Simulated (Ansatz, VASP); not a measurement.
**KF: VASP beside Ansatz**

```
K F
1.0
     3.08323   -0.00771   -0.00771
    -0.00771    3.08323   -0.00771
    -0.00771   -0.00771    3.08323
K F
1 1
Direct
  0.00000 0.00000 0.00000
  0.50000 0.50000 0.50000
```

Change from the starting cell: equal xy, yz and zx engineering shears of -0.5 %.

Alike in both runs: task relaxation of the atoms; functional LDA; k mesh 8 × 8 × 8; no spin polarisation.

```csv
,VASP,Ansatz
version,VASP 6.6.1,Ansatz 0.2.0
potentials or method,"VASP PAW LDA potentials, release 64 (K_sv, F), cutoff 520 eV","all-electron LAPW, scalar-relativistic"
occupations,"gaussian, width 0.01 eV",fixed
```

```csv
,VASP,Ansatz,Ansatz less VASP
"gap on the k mesh at the Fermi level, each at its own relaxed structure (eV)",7.20,7.21,+0.005
```

Ansatz ran all-electron here, so the differences hold the error of VASP's frozen core and of both bases.

Caveats: the relaxation stopped at its first step, so nothing moved. A k mesh can miss the band edges.
